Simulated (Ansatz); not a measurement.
Wanted: the native input for an Ansatz 0.2.0 run.

```yaml
Task: band structure
Functional: BLYP
Potentials_or_basis: Ansatz PAW
Cutoff: "420 eV (not typed: the program's choice for these potentials)"
k_mesh: 9 × 9 × 5
Occupations: fermi-dirac, width 0.05 eV
Spin: no spin polarisation
Path: "[[\"G\", \"L\", \"B1\"], [\"B\", \"Z\", \"G\", \"X\"], [\"Q\", \"F\", \"P1\", \"Z\"], [\"L\", \"P\"]]"
Points_for_each_segment_of_the_path: 14
```

Crystal: Sb.

```
Sb
1.0
     0.00000   -2.37124   -2.37124
    -2.37124    0.00000   -2.37124
     2.37124    2.37124   -4.74249
Sb
2
Direct
  0.48982 0.45774 0.56015
  0.01018 0.04226 0.93985
```

The cell isn't the ideal one: all atoms moved at random, sigma 0.25 Å a component.

One way to write it, as run:

input.yaml

```yaml
crystal:
  lattice:
    - [0.0, -2.37124252, -2.37124252]
    - [-2.37124252, 0.0, -2.37124252]
    - [2.37124252, 2.37124252, -4.74248504]
  atoms:
    - { symbol: Sb, position: [0.48982044, 0.45773603, 0.56014569] }
    - { symbol: Sb, position: [0.01017956, 0.04226397, 0.93985431] }
hamiltonian:
  xc: blyp
  pseudopotentials: { kind: paw }
kpoints:
  mp_grid: { grid: [9, 9, 5] }
  band_path:
    path:
      - [[0.0, 0.0, 0.0], [0.0, -0.5, 0.0], [0.375, -0.3125, 0.1875]]
      - [[0.3125, -0.3125, 0.5], [0.0, 0.0, 0.5], [0.0, 0.0, 0.0], [0.34375, -0.34375, 0.0]]
      - [[0.34375, -0.3125, 0.34375], [0.5, 0.0, 0.5], [0.46875, 0.0, 0.65625], [0.0, 0.0, 0.5]]
      - [[0.0, -0.5, 0.0], [0.0, -0.46875, 0.34375]]
    npoints: 14
scf:
  occupations: { method: fermi_dirac, width: 0.05 }
  n_extra_bands: 6
output:
  forces: true
  stress: true
  eigenvalues: true
  fatbands: false
```

Potentials or basis: Ansatz PAW.

Command:

```sh
$ ansatz run input.yaml --threads 2 --pin off --max-ram 5632MiB --backend cpu --events-out ev --progress --plain --runs-dir out
```

Results of the run:

```
Pressure               : 18.5 GPa
Largest force          : 1.984 eV/Å
Band gap on the k mesh : none (metal or under the smearing width)
```

Caveat: spin-orbit coupling is left out, which moves the levels of the heavy elements; the PAW data sets come from PBE, with cores solved anew for the run's functional, which leaves a small shift of forces and pressure; forces of over 1 eV/Å show positions far from the minimum, so gaps and moduli don't describe the material at rest.

It took 12 s on 2 threads of Intel(R) Xeon(R) Processor @ 2.70GHz (shared host), peak memory 0.47 GiB.
